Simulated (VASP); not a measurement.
# KCl (Sylvite) (Fm-3m) in VASP: further runs, part 2 of 2

VASP 6.6.1.

### 3 Band structure, r2SCAN-EpsX

The input, POSCAR:

```
KCl
1.0
    0.0000000000      3.1464700000      3.1464700000
    3.1464700000      0.0000000000      3.1464700000
    3.1464700000      3.1464700000      0.0000000000
K Cl
1 1
Direct
    0.0000000000      0.0000000000      0.0000000000
    0.5000000000      0.5000000000      0.5000000000
```

The input, INCAR.step1:

```
  ALGO = Normal
  EDIFF = 1E-8
  ENCUT = 520
  GGA = PE
  ISIF = 2
  ISMEAR = -1
  LASPH = T
  LCHARG = F
  LEPSILON = T
  LREAL = F
  LWAVE = F
  NELM = 80
  PREC = Accurate
  SIGMA = 0.05
```

The input, KPOINTS.step1:

```
Automatic mesh
0
G
  7 7 7
  0 0 0
```

The input, INCAR.step2:

```
  ALGO = Normal
  EDIFF = 1E-5
  ENCUT = 520
  GGA = PE
  ISIF = 2
  ISMEAR = -1
  LASPH = T
  LCHARG = F
  LREAL = F
  LWAVE = T
  NELM = 80
  PREC = Accurate
  SIGMA = 0.05
```

The input, KPOINTS.step2:

```
k-points
0
Gamma
  4 4 4
```

The input, INCAR.step3:

```
  AEXX = 0.43
  ALGO = Normal
  EDIFF = 1E-6
  ENCUT = 520
  HFRCUT = -1
  ISIF = 2
  ISMEAR = -1
  ISTART = 1
  LASPH = T
  LCHARG = F
  LHFCALC = T
  LMIXTAU = T
  LREAL = F
  LWAVE = F
  METAGGA = R2SCAN
  NELM = 80
  PREC = Accurate
  PRECFOCK = Fast
  SIGMA = 0.05
```

The input, KPOINTS.step3:

```
k-points
0
Gamma
  4 4 4
```

The input, KPOINTS_OPT:

```
path GXWKGLUWLK,UX
12
line-mode
reciprocal
 0.0000000000  0.0000000000  0.0000000000  G
 0.5000000000  0.0000000000  0.5000000000  X

 0.5000000000  0.0000000000  0.5000000000  X
 0.5000000000  0.2500000000  0.7500000000  W

 0.5000000000  0.2500000000  0.7500000000  W
 0.3750000000  0.3750000000  0.7500000000  K

 0.3750000000  0.3750000000  0.7500000000  K
 0.0000000000  0.0000000000  0.0000000000  G

 0.0000000000  0.0000000000  0.0000000000  G
 0.5000000000  0.5000000000  0.5000000000  L

 0.5000000000  0.5000000000  0.5000000000  L
 0.6250000000  0.2500000000  0.6250000000  U

 0.6250000000  0.2500000000  0.6250000000  U
 0.5000000000  0.2500000000  0.7500000000  W

 0.5000000000  0.2500000000  0.7500000000  W
 0.5000000000  0.5000000000  0.5000000000  L

 0.5000000000  0.5000000000  0.5000000000  L
 0.3750000000  0.3750000000  0.7500000000  K

 0.6250000000  0.2500000000  0.6250000000  U
 0.5000000000  0.0000000000  0.5000000000  X
```

Potentials or basis: VASP PAW PBE potentials, release 64 (K_sv, Cl).

Command:

```sh
$ cat potpaw_PBE.64/K_sv/POTCAR potpaw_PBE.64/Cl/POTCAR > POTCAR
$ cp INCAR.step1 INCAR
$ cp KPOINTS.step1 KPOINTS
$ mpirun -np 1 vasp_std > vasp.out
$ cp INCAR.step2 INCAR
$ cp KPOINTS.step2 KPOINTS
$ mpirun -np 1 vasp_std > vasp.out
$ cp INCAR.step3 INCAR
$ cp KPOINTS.step3 KPOINTS
$ mpirun -np 1 vasp_std > vasp.out
```

OUTCAR:

```text
AEXX = 0.43
   EDIFF = 1E-6
   ENCUT = 520
   ISIF = 2
   ISMEAR = -1
   ISTART = 1
   LASPH = T
   LHFCALC = T
   LREAL = F
   METAGGA = R2SCAN
   NELM = 80
   PREC = Accurate
   PRECFOCK = Fast

 ion  position               nearest neighbor table
   1  0.000  0.000  0.000-   2 3.15   2 3.15   2 3.15   2 3.15   2 3.15   2 3.15
   2  0.500  0.500  0.500-   1 3.15   1 3.15   1 3.15   1 3.15   1 3.15   1 3.15

  LATTYP: Found a face centered cubic cell.
 ALAT       =     6.2929400000

  Lattice vectors:

 A1 = (   0.0000000000,   3.1464700000,   3.1464700000)
 A2 = (   3.1464700000,   0.0000000000,   3.1464700000)
 A3 = (   3.1464700000,   3.1464700000,   0.0000000000)

Analysis of symmetry for initial positions (statically):
=====================================================================
 Subroutine PRICEL returns:
 Original cell was already a primitive cell.

 Routine SETGRP: Setting up the symmetry group for a
 face centered cubic supercell.

 Subroutine GETGRP returns: Found 48 space group operations
 (whereof 48 operations were pure point group operations)
 out of a pool of 48 trial point group operations.

The static configuration has the point symmetry O_h .

Analysis of symmetry for dynamics (positions and initial velocities):
=====================================================================
 Subroutine PRICEL returns:
 Original cell was already a primitive cell.

 Routine SETGRP: Setting up the symmetry group for a
 face centered cubic supercell.

 Subroutine GETGRP returns: Found 48 space group operations
 (whereof 48 operations were pure point group operations)
 out of a pool of 48 trial point group operations.

The dynamic configuration has the point symmetry O_h .

 Subroutine INISYM returns: Found 48 space group operations
 (whereof 48 operations are pure point group operations),
 and found     1 'primitive' translations

----------------------------------------------------------------------------------------

                                     Primitive cell

  volume of cell :      62.3018

  direct lattice vectors                    reciprocal lattice vectors
     0.000000000  3.146470000  3.146470000    -0.158908237  0.158908237  0.158908237
     3.146470000  0.000000000  3.146470000     0.158908237 -0.158908237  0.158908237
     3.146470000  3.146470000  0.000000000     0.158908237  0.158908237 -0.158908237

  length of vectors
     4.449780548  4.449780548  4.449780548     0.275237140  0.275237140  0.275237140

  position of ions in fractional coordinates (direct lattice)
     0.000000000  0.000000000  0.000000000
     0.500000000  0.500000000  0.500000000

  ion indices of the primitive-cell ions
   primitive index   ion index
                 1           1
                 2           2

----------------------------------------------------------------------------------------

 KPOINTS: k-points

Automatic generation of k-mesh.
 Grid dimensions read from file:
 generate k-points for:    4    4    4

 Generating k-lattice:

  Cartesian coordinates                     Fractional coordinates (reciprocal lattice)
[... 32 lines left out ...]
   NGXF,Y,Z  is equivalent  to a cutoff of  26.90, 26.90, 26.90 a.u.
 SYSTEM =  unknown system
   PREC   = accura    normal or accurate (medium, high low for compatibility)
   ISTART =      1    job   : 0-new  1-cont  2-samecut
   ICHARG =      0    charge: 1-file 2-atom 10-const
   ISPIN  =      1    spin polarized calculation?
   LNONCOLLINEAR =      F non collinear calculations
   LSORBIT =      F    spin-orbit coupling
   LASPH  =      T    aspherical Exc in radial PAW
   ENCUT  =  520.0 eV  38.22 Ry    6.18 a.u.   8.27  8.27  8.27*2*pi/ulx,y,z
   NELM   =     80;   NELMIN=  2; NELMDL=  0     # of ELM steps
   EDIFF  = 0.1E-05   stopping-criterion for ELM
   LREAL  =      F    real-space projection
   EDIFFG = 0.1E-04   stopping-criterion for IOM
   NSW    =      0    number of steps for IOM
   IBRION =     -1    ionic relax: 0-MD 1-quasi-New 2-CG
   NFREE  =      0    steps in history (QN), initial steepest desc. (CG)
   ISIF   =      2    stress and relaxation
   ISYM   =      3    0-nonsym 1-usesym 2-fastsym
   POTIM  = 0.5000    time-step for ionic-motion
   TEBEG  =    0.0;   TEEND  =   0.0 temperature during run
   PSTRESS=    0.0 pullay stress
   NELECT =      16.0000    total number of electrons
   NUPDOWN=      -1.0000    fix difference up-down
   EMIN   =  10.00;   EMAX   =-10.00  energy-range for DOS
   EFERMI =   0.00;   METHOD = LEGACY
   ISMEAR =    -1;   SIGMA  =   0.05  broadening in eV -4-tet -1-fermi 0-gaus
   EFERMI_NEDOS =   21; number of points for ismear=-14 and -15
   IALGO  =     38    algorithm
   IMIX   =      1    mixing-type and parameters
     AMIX     =   0.40;   BMIX     =  1.00
     AMIX_MAG =   1.60;   BMIX_MAG =  1.00
  volume/ion in A,a.u.               =      31.15       210.22
  Fermi-wavevector in a.u.,A,eV,Ry     =   1.040594  1.966437 14.732871  1.082835
  Thomas-Fermi vector in A             =   2.175177
   LORBIT       =      0    0 simple, 1 ext, 2 COOP (PROOUT), +10 PAW based schemes
   METAGGA = R2SCAN    functional components
   LHFCALC =     T    Hartree Fock is set to
   PRECFOCK=fast      Normal, Fast or Accurate (Low or Medium for compatibility)
   ENCUT4O =  -1.0   cutoff for four orbital integrals eV
   NKREDX  =     1    reduce k-point grid by
   NKREDY  =     1    reduce k-point grid by
   NKREDZ  =     1    reduce k-point grid by
   AEXX    =    0.4300 exact exchange contribution
   HFSCREEN=    0.0000 screening length (either q_TF or 0.3 A-1)
   HFSCREENC=   0.0000 screening length for correlation (either q_TF or 0.3 A-1)
   ENCUTFOCK=  -1.0 apply spherical cutoff to Coloumb kernel
   IVDW    =     0    specifies the selected vdW correction
   LEPSILON=     F    determine dielectric tensor
   LRPA    =     F    only Hartree local field effects (RPA)
 non-spin polarized calculation
  energy-cutoff  :      520.00
  volume of cell :       62.30
 maximum number of plane-waves:      1700
 NGX is ok and might be reduce to    36
  NGX = 18; NGY = 18; NGZ = 18

 number of electron      16.0000001 magnetization

 Free energy of the ion-electron system (eV)
  ---------------------------------------------------
  ext. energy  EPLUGINS =         0.00000000
  ---------------------------------------------------
  free energy    TOTEN  =       -14.96585289 eV

  energy without entropy =      -14.96585289  energy(sigma->0) =      -14.96585289

 E-fermi :  -3.2285     XC(G=0):  -5.0127

 val. band max:       -4.4008663180   @ k =   0.0000   0.0000   0.0000
 cond. band min:       4.4329681221   @ k =   0.0000   0.0000   0.0000
 fundamental gap:      8.8338344401
 Fermi energy:        -3.2284553005

 k-point     1 :       0.0000    0.0000    0.0000
  band No.  band energies     occupation
      1     -35.6077      2.00000
      2     -18.7380      2.00000
      3     -16.4152      2.00000
      4     -16.4152      2.00000
      5     -16.4152      2.00000
      6      -4.4009      2.00000
      7      -4.4009      2.00000
      8      -4.4009      2.00000
      9       4.4330      0.00000
     10       8.1097      0.00000
     11       8.1098      0.00000
     12       8.1098      0.00000
[... 91 lines left out ...]
 k-point     8 :      -0.2500    0.5000    0.2500
  band No.  band energies     occupation
      1     -35.5930      2.00000
      2     -18.6943      2.00000
      3     -16.5226      2.00000
      4     -16.5226      2.00000
      5     -16.3372      2.00000
      6      -4.9502      2.00000
      7      -4.9502      2.00000
      8      -4.9429      2.00000
      9       7.4868      0.00000
     10       7.4868      0.00000
     11       9.2790      0.00000
     12       9.9664      0.00000

------------------------ aborting loop because EDIFF is reached ----------------------------------------

  FORCE on cell =-STRESS in cart. coord.  units (eV):
  Direction    XX          YY          ZZ          XY          YZ          ZX
  --------------------------------------------------------------------------------------
  -------------------------------------------------------------------------------------
  Total       -0.0652342     -0.0652342     -0.0652342      0.0000000      0.0000000      0.0000000
  in kB       -1.6775879     -1.6775879     -1.6775879      0.0000000      0.0000000      0.0000000
  external PRESSURE =      -1.6775879 kB  Pullay stress =       0.0000000 kB

 VOLUME and BASIS-vectors are now :
 -----------------------------------------------------------------------------
  energy-cutoff  :      520.00
  volume of cell :       62.30
      direct lattice vectors                 reciprocal lattice vectors
     0.000000000  3.146470000  3.146470000    -0.158908237  0.158908237  0.158908237
     3.146470000  0.000000000  3.146470000     0.158908237 -0.158908237  0.158908237
     3.146470000  3.146470000  0.000000000     0.158908237  0.158908237 -0.158908237

 POSITION                                       TOTAL-FORCE (eV/Angst)
 -----------------------------------------------------------------------------------
      0.00000      0.00000      0.00000         0.000000      0.000000      0.000000
      3.14647      3.14647      3.14647         0.000000     -0.000000     -0.000000
 -----------------------------------------------------------------------------------
    total drift:                                0.000000     -0.000000      0.000000

  FREE ENERGIE OF THE ION-ELECTRON SYSTEM (eV)
  ---------------------------------------------------
  free  energy   TOTEN  =       -14.9658528883 eV

  energy  without entropy=      -14.9658528883  energy(sigma->0) =      -14.96585289
```

Wall time 36 min (1 thread of Intel Xeon Platinum 8259CL at 2.50GHz (Skylake/Cascade Lake), shared host); peak memory 0.27 GiB.

What came out:

```
Free energy             : -14.9659 eV
Pressure                : -0.2 GPa
Band gap on the k mesh  : 8.83 eV, direct
Band gap along the path : 8.83 eV, direct
```

Levels at the corners of the path, in eV from the valence-band top:
| point | band 5 | band 6 | band 7 | band 8 | band 9 | band 10 | band 11 | band 12 |
| --- | --- | --- | --- | --- | --- | --- | --- | --- |
| Γ | -12.01 | 0.00 | 0.00 | 0.00 | 8.83 | 12.51 | 12.51 | 12.53 |
| X | -12.08 | -0.77 | -0.27 | -0.27 | 10.25 | 12.43 | 13.93 | 15.00 |
| X | -12.08 | -0.77 | -0.27 | -0.27 | 10.25 | 12.43 | 13.93 | 14.99 |
| W | -11.94 | -0.55 | -0.55 | -0.54 | 11.89 | 11.89 | 13.68 | 14.37 |
| W | -11.94 | -0.55 | -0.55 | -0.54 | 11.89 | 11.89 | 13.68 | 14.37 |
| K | -11.98 | -0.66 | -0.62 | -0.33 | 11.05 | 12.97 | 13.47 | 14.65 |
| K | -11.98 | -0.66 | -0.62 | -0.33 | 11.05 | 12.97 | 13.47 | 14.65 |
| Γ | -12.01 | 0.00 | 0.00 | 0.00 | 8.83 | 12.51 | 12.51 | 12.52 |
| Γ | -12.01 | 0.00 | 0.00 | 0.00 | 8.83 | 12.51 | 12.51 | 12.52 |
| L | -11.80 | -1.18 | -0.36 | -0.36 | 11.21 | 12.63 | 15.19 | 15.28 |
| L | -11.80 | -1.18 | -0.36 | -0.36 | 11.21 | 12.63 | 15.18 | 15.20 |
| U | -11.98 | -0.66 | -0.62 | -0.33 | 11.05 | 12.97 | 13.47 | 14.65 |
| U | -11.98 | -0.66 | -0.62 | -0.33 | 11.05 | 12.97 | 13.47 | 14.66 |
| W | -11.94 | -0.55 | -0.55 | -0.54 | 11.89 | 11.89 | 13.68 | 14.37 |
| W | -11.94 | -0.55 | -0.55 | -0.54 | 11.89 | 11.89 | 13.68 | 14.37 |
| L | -11.80 | -1.18 | -0.36 | -0.36 | 11.21 | 12.63 | 15.23 | 15.44 |
| L | -11.80 | -1.18 | -0.36 | -0.36 | 11.21 | 12.63 | 15.18 | 15.20 |
| K | -11.98 | -0.66 | -0.62 | -0.33 | 11.05 | 12.97 | 13.47 | 14.65 |
| U | -11.98 | -0.66 | -0.62 | -0.33 | 11.05 | 12.97 | 13.47 | 14.65 |
| X | -12.08 | -0.77 | -0.27 | -0.27 | 10.25 | 12.43 | 13.93 | 14.97 |

Caveat: the k mesh is coarse (spacing up to 0.43 Å⁻¹), so the values aren't converged, least of all with exact exchange; the PAW data sets were made with another functional, which shifts forces and pressure a little.
